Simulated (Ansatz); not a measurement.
# W: computed DOS

```
CELL_PARAMETERS angstrom
-1.59730 1.59730 1.59730
1.59730 -1.59730 1.59730
1.59730 1.59730 -1.59730
ATOMIC_POSITIONS crystal
W 0.00000 0.00000 0.00000
```

The cell comes from COD entry 9006499, which wasn't checked; take it as a given geometry. It was measured hot, at 2171 K.

No spin–orbit coupling, which matters for the heavy atoms here.

Computed with DFT, PBE, all-electron LAPW, scalar-relativistic in Ansatz 0.2.0.

The runs use a Γ-centred 14×14×14 k mesh, Fermi–Dirac smearing of 0.08 eV, basis error target 1 meV/atom, no spin polarisation.

States per eV and cell, averaged over 0.6 eV, from -9.4 to 6.6 eV, with energies (bin centres) from the Fermi level; empty bins are left out. The partial columns, the largest 3 alone, are projections on Löwdin-orthogonalised atomic shells (those that the program's projection atoms carry: the occupied ones and, for some elements, an empty d or f shell; other empty shells have no column), summed over atoms of an element. Weights on diffuse s and p shells depend on that basis and aren't pure angular character.

```json
{"E (eV)": "-9.2", "total": "0.03", "W 5d": "0.00", "W 6s": "0.02", "W 5p": "0.00"}
{"E (eV)": "-8.6", "total": "0.06", "W 5d": "0.00", "W 6s": "0.05", "W 5p": "0.00"}
{"E (eV)": "-8.0", "total": "0.09", "W 5d": "0.00", "W 6s": "0.08", "W 5p": "0.00"}
{"E (eV)": "-7.4", "total": "0.12", "W 5d": "0.01", "W 6s": "0.10", "W 5p": "0.00"}
{"E (eV)": "-6.8", "total": "0.18", "W 5d": "0.03", "W 6s": "0.13", "W 5p": "0.00"}
{"E (eV)": "-6.2", "total": "0.41", "W 5d": "0.19", "W 6s": "0.20", "W 5p": "0.01"}
{"E (eV)": "-5.6", "total": "0.70", "W 5d": "0.46", "W 6s": "0.22", "W 5p": "0.01"}
{"E (eV)": "-5.0", "total": "0.95", "W 5d": "0.76", "W 6s": "0.17", "W 5p": "0.01"}
{"E (eV)": "-4.4", "total": "0.92", "W 5d": "0.81", "W 6s": "0.10", "W 5p": "0.01"}
{"E (eV)": "-3.8", "total": "0.38", "W 5d": "0.36", "W 6s": "0.01", "W 5p": "0.00"}
{"E (eV)": "-3.2", "total": "1.83", "W 5d": "1.78", "W 6s": "0.01", "W 5p": "0.02"}
{"E (eV)": "-2.6", "total": "1.12", "W 5d": "1.04", "W 6s": "0.05", "W 5p": "0.01"}
{"E (eV)": "-2.0", "total": "1.70", "W 5d": "1.47", "W 6s": "0.14", "W 5p": "0.02"}
{"E (eV)": "-1.4", "total": "0.87", "W 5d": "0.74", "W 6s": "0.07", "W 5p": "0.01"}
{"E (eV)": "-0.8", "total": "0.36", "W 5d": "0.28", "W 6s": "0.03", "W 5p": "0.00"}
{"E (eV)": "-0.2", "total": "0.38", "W 5d": "0.32", "W 6s": "0.02", "W 5p": "0.00"}
{"E (eV)": "0.4", "total": "0.68", "W 5d": "0.65", "W 6s": "0.02", "W 5p": "0.00"}
{"E (eV)": "1.0", "total": "0.85", "W 5d": "0.82", "W 6s": "0.02", "W 5p": "0.00"}
{"E (eV)": "1.6", "total": "1.17", "W 5d": "1.13", "W 6s": "0.02", "W 5p": "0.00"}
{"E (eV)": "2.2", "total": "1.16", "W 5d": "1.13", "W 6s": "0.01", "W 5p": "0.00"}
{"E (eV)": "2.8", "total": "1.96", "W 5d": "1.87", "W 6s": "0.06", "W 5p": "0.00"}
{"E (eV)": "3.4", "total": "1.04", "W 5d": "0.84", "W 6s": "0.14", "W 5p": "0.00"}
{"E (eV)": "4.0", "total": "0.54", "W 5d": "0.40", "W 6s": "0.08", "W 5p": "0.00"}
{"E (eV)": "4.6", "total": "0.48", "W 5d": "0.36", "W 6s": "0.07", "W 5p": "0.00"}
{"E (eV)": "5.2", "total": "0.32", "W 5d": "0.20", "W 6s": "0.07", "W 5p": "0.00"}
{"E (eV)": "5.8", "total": "0.34", "W 5d": "0.20", "W 6s": "0.07", "W 5p": "0.00"}
{"E (eV)": "6.4", "total": "0.31", "W 5d": "0.13", "W 6s": "0.07", "W 5p": "0.00"}
```

(1) Which of the resolved shells contributes most within 0.3 eV of the Fermi level?

(2) Where is the centre of the filled W 5d states between -14 eV and the top of the filled states?

Answers

(1) W 5d, with 88 % of all states there; W 6s follows with 3 %.

(2) -3.10 eV from the Fermi level.
